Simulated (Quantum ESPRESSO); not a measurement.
# ZrB2 (P6/mmm) in Quantum ESPRESSO: a series of runs, part 2 of 2

Quantum ESPRESSO 7.5.

## Step 3: Phonons, PBE

Input file pw.in:

```
&CONTROL
  calculation = 'scf'
  prefix = 'pwscf'
  outdir = './tmp'
  pseudo_dir = './pseudo'
  tprnfor = .true.
  tstress = .true.
  disk_io = 'low'
/
&SYSTEM
  ibrav = 0
  celldm(1) = 8
  nat = 3
  ntyp = 2
  ecutwfc = 76
  nbnd = 15
  occupations = 'smearing'
  smearing = 'mv'
  degauss = 0.01469973
/
&ELECTRONS
  conv_thr = 6d-10
  electron_maxstep = 120
  mixing_beta = 0.5
/
ATOMIC_SPECIES
Zr    91.2240 Zr.upf
B     10.8100 B.upf
CELL_PARAMETERS alat
  0.7488039768830   0.0000000000000   0.0000000000000
 -0.3744019884415   0.6484832664362   0.0000000000000
  0.0000000000000   0.0000000000000   0.8345502997879
ATOMIC_POSITIONS crystal
Zr     0.0000000000    0.0000000000    0.0000000000
B      0.6666666667    0.3333333333    0.5000000000
B      0.3333333333    0.6666666667    0.5000000000
K_POINTS automatic
7 7 6 0 0 0
```

Input file scf2.in:

```
&CONTROL
  calculation = 'scf'
  prefix = 'pwscf'
  outdir = './tmp'
  pseudo_dir = './pseudo'
  tprnfor = .true.
  tstress = .true.
  disk_io = 'low'
/
&SYSTEM
  ibrav = 0
  celldm(1) = 8
  nat = 3
  ntyp = 2
  ecutwfc = 76
  nbnd = 15
  occupations = 'smearing'
  smearing = 'mv'
  degauss = 0.01469973
/
&ELECTRONS
  conv_thr = 1d-13
  electron_maxstep = 120
  mixing_beta = 0.5
  startingpot = 'file'
  startingwfc = 'file'
/
ATOMIC_SPECIES
Zr    91.2240 Zr.upf
B     10.8100 B.upf
CELL_PARAMETERS alat
  0.7488039768830   0.0000000000000   0.0000000000000
 -0.3744019884415   0.6484832664362   0.0000000000000
  0.0000000000000   0.0000000000000   0.8345502997879
ATOMIC_POSITIONS crystal
Zr     0.0000000000    0.0000000000    0.0000000000
B      0.6666666667    0.3333333333    0.5000000000
B      0.3333333333    0.6666666667    0.5000000000
K_POINTS automatic
7 7 6 0 0 0
```

Input file ph.in:

```
phonons of ZrB2
&INPUTPH
  prefix = 'pwscf'
  outdir = './tmp'
  tr2_ph = 1d-18
  fildyn = 'dyn'
  niter_ph = 90
  alpha_mix(1) = 0.4
/
0.0000000000 0.0000000000 0.0000000000
```

Input file dynmat.in:

```
&INPUT
  fildyn = 'dyn'
  asr = 'crystal'
  filout = 'dynmat.disp'
  fileig = 'dynmat.eig'
/
```

Potentials or basis: PseudoDojo 0.4.1 SR PBE standard.

Command:

```
$ OMP_NUM_THREADS=1 pw.x -in pw.in > pw.out
$ OMP_NUM_THREADS=1 pw.x -in scf2.in > scf2.out
$ OMP_NUM_THREADS=1 ph.x -in ph.in > ph.out
$ OMP_NUM_THREADS=1 dynmat.x -in dynmat.in > dynmat.out
```

pw.out:

```text
This program is part of the open-source Quantum ESPRESSO suite
     for quantum simulation of materials; please cite
[... 9 lines left out ...]
     --------------------
     sticks:   dense  smooth     PW     G-vecs:    dense   smooth      PW
     Sum         745     745    223                18541    18541    2979

     Using Slab Decomposition

     bravais-lattice index     =            0
     lattice parameter (alat)  =       8.0000  a.u.
     unit-cell volume          =     207.4863 (a.u.)^3
     number of atoms/cell      =            3
     number of atomic types    =            2
     number of electrons       =        18.00
     number of Kohn-Sham states=           15
     kinetic-energy cutoff     =      76.0000  Ry
     charge density cutoff     =     304.0000  Ry
     scf convergence threshold =      6.0E-10
     mixing beta               =       0.5000
     number of iterations used =            8  plain     mixing
     Exchange-correlation= PBE
                           (   1   4   3   4   0   0   0)

     celldm(1)=   8.000000  celldm(2)=   0.000000  celldm(3)=   0.000000
     celldm(4)=   0.000000  celldm(5)=   0.000000  celldm(6)=   0.000000

     crystal axes: (cart. coord. in units of alat)
               a(1) = (   0.748804   0.000000   0.000000 )
               a(2) = (  -0.374402   0.648483   0.000000 )
               a(3) = (   0.000000   0.000000   0.834550 )

     reciprocal axes: (cart. coord. in units 2 pi/alat)
               b(1) = (  1.335463  0.771030 -0.000000 )
               b(2) = (  0.000000  1.542060  0.000000 )
               b(3) = (  0.000000 -0.000000  1.198250 )

     PseudoPot. # 1 for Zr read from file:
     Zr.upf
     Pseudo is Norm-conserving + core correction, Zval = 12.0
     Generated using ONCVPSP code by D. R. Hamann
     Using radial grid of 1622 points,  6 beta functions with:
                l(1) =   0
                l(2) =   0
                l(3) =   1
                l(4) =   1
                l(5) =   2
                l(6) =   2

     PseudoPot. # 2 for B  read from file:
     B.upf
     Pseudo is Norm-conserving + core correction, Zval =  3.0
     Generated using ONCVPSP code by D. R. Hamann
     Using radial grid of 1534 points,  4 beta functions with:
                l(1) =   0
                l(2) =   0
                l(3) =   1
                l(4) =   1

     atomic species   valence    mass     pseudopotential
     Zr               12.00    91.22400     Zr( 1.00)
     B                 3.00    10.81000     B ( 1.00)

     24 Sym. Ops., with inversion, found

   Cartesian axes

     site n.     atom                  positions (alat units)
         1        Zr     tau(   1) = (   0.0000000   0.0000000   0.0000000  )
         2        B      tau(   2) = (   0.3744020   0.2161611   0.4172751  )
         3        B      tau(   3) = (  -0.0000000   0.4323222   0.4172751  )

     number of k points=    32  Marzari-Vanderbilt smearing, width (Ry)=  0.0147
                       cart. coord. in units 2pi/alat
        k(    1) = (   0.0000000   0.0000000   0.0000000), wk =   0.0068027
        k(    2) = (   0.0000000   0.0000000   0.1997084), wk =   0.0136054
        k(    3) = (   0.0000000   0.0000000   0.3994167), wk =   0.0136054
        k(    4) = (   0.0000000   0.0000000  -0.5991251), wk =   0.0068027
        k(    5) = (   0.0000000   0.2202943   0.0000000), wk =   0.0408163
        k(    6) = (   0.0000000   0.2202943   0.1997084), wk =   0.0816327
[... 24 lines left out ...]
        k(   31) = (   0.3815609   0.6608828   0.3994167), wk =   0.0816327
        k(   32) = (   0.3815609   0.6608828  -0.5991251), wk =   0.0408163

     Dense  grid:    18541 G-vectors     FFT dimensions: (  36,  36,  40)

     Initial potential from superposition of free atoms

     starting charge      17.9971, renormalised to      18.0000
     Starting wfcs are   18 randomized atomic wfcs

     Self-consistent Calculation

     iteration #  1     ecut=    76.00 Ry     beta= 0.50
     Davidson diagonalization with overlap
     ethr =  1.00E-02,  avg # of iterations =  2.8

     total energy              =    -113.14867349 Ry
     estimated scf accuracy    <       0.25173228 Ry
[... 12 lines left out ...]
     total energy              =    -113.22837579 Ry
     estimated scf accuracy    <       0.00082790 Ry

     iteration #  4     ecut=    76.00 Ry     beta= 0.50
     Davidson diagonalization with overlap
     c_bands:  1 eigenvalues not converged
     ethr =  4.60E-06,  avg # of iterations =  6.9

     total energy              =    -113.22855365 Ry
     estimated scf accuracy    <       0.00003490 Ry

     iteration #  5     ecut=    76.00 Ry     beta= 0.50
     Davidson diagonalization with overlap
     ethr =  1.94E-07,  avg # of iterations =  2.3
[... 18 lines left out ...]
     iteration #  8     ecut=    76.00 Ry     beta= 0.50
     Davidson diagonalization with overlap
     ethr =  3.88E-11,  avg # of iterations =  2.3

     End of self-consistent calculation

          k = 0.0000 0.0000 0.0000 (  2329 PWs)   bands (ev):

   -32.7712 -10.9623 -10.4050 -10.4050   3.1322  13.2331  13.2331  13.2915
    13.5128  19.2700  19.2700  20.0403  20.0403  20.7618  21.0415
[... 153 lines left out ...]
   -32.6272 -11.1010 -11.0596 -10.8677   6.5011   7.8804  10.9900  13.0483
    13.0986  19.7972  21.4067  21.7433  22.1531  23.1558  23.2207

     the Fermi energy is    15.6729 ev

!    total energy              =    -113.22856091 Ry
     estimated scf accuracy    <          3.9E-10 Ry
     smearing contrib. (-TS)   =       0.00004867 Ry
     internal energy E=F+TS    =    -113.22860958 Ry

     The total energy is F=E-TS. E is the sum of the following terms:
     one-electron contribution =      -3.89525910 Ry
     hartree contribution      =      12.39161591 Ry
     xc contribution           =     -25.13417842 Ry
     ewald contribution        =     -96.59078797 Ry

     convergence has been achieved in   8 iterations

     Forces acting on atoms (cartesian axes, Ry/au):

     atom    1 type  1   force =     0.00000000   -0.00000000   -0.00000000
     atom    2 type  2   force =    -0.00000000   -0.00000000   -0.00000000
     atom    3 type  2   force =     0.00000000    0.00000000   -0.00000000

     Total force =     0.000000     Total SCF correction =     0.000000

     Computing stress (Cartesian axis) and pressure

          total   stress  (Ry/bohr**3)                   (kbar)     P=        7.81
   0.00004626  -0.00000000   0.00000000            6.80       -0.00        0.00
  -0.00000000   0.00004626   0.00000000           -0.00        6.80        0.00
   0.00000000  -0.00000000   0.00006679            0.00       -0.00        9.83

=------------------------------------------------------------------------------=
   JOB DONE.
=------------------------------------------------------------------------------=
```

ph.out:

```text
This program is part of the open-source Quantum ESPRESSO suite
     for quantum simulation of materials; please cite
         "P. Giannozzi et al., J. Phys.:Condens. Matter 21 395502 (2009);
         "P. Giannozzi et al., J. Phys.:Condens. Matter 29 465901 (2017);
         "P. Giannozzi et al., J. Chem. Phys. 152 154105 (2020);
     in publications or presentations arising from this work. More details at

     IMPORTANT: XC functional enforced from input :
[... 303 lines left out ...]
     freq (   8-   9) =        760.1  [cm-1]   --> E_2g            R

     INITIALIZATION:

     DYNAMICAL MATRIX:

      Additional routines

=------------------------------------------------------------------------------=
   JOB DONE.
=------------------------------------------------------------------------------=
```

It took 5.4 min on 1 thread of Arm Neoverse V1, shared host; peak memory 0.06 GiB.

What came out:

```
Free energy                   : -1540.5531 eV
Pressure after relaxing       : 0.8 GPa
Band gap on the k mesh        : none (metal or under the smearing width)
Highest phonon frequency at Γ : 760 cm⁻¹
```

Stress tensor (GPa, compression positive):
```
0.68 0.00 0.00
0.00 0.68 0.00
0.00 0.00 0.98
```

Levels at points of the mesh, in eV from the Fermi level:
```csv
k point,band 5,band 6,band 7,band 8,band 9,band 10,band 11,band 12,band 13,band 14
"(0.00, 0.00, 0.00)",-12.54,-2.44,-2.44,-2.38,-2.16,3.60,3.60,4.37,4.37,5.09
"(0.00, 0.00, -0.50)",-10.51,-6.77,-0.77,-0.77,0.53,0.53,0.98,0.98,2.02,5.26
```

Phonon frequencies in cm⁻¹ (negative: imaginary):
| q point | frequencies |
| --- | --- |
| (0.000, 0.000, 0.000) | -1 -1 -1 450 450 466 522 760 760 |

Optical modes at Γ, degenerate ones joined:
```tsv
cm⁻¹	components	symmetry	active in
450	2	E1u	IR
466	1	A2u	IR
522	1	B1g	silent
760	2	E2g	Raman
```

Caveat: the k mesh is coarse; the mesh is thin for the phonons of a metal.
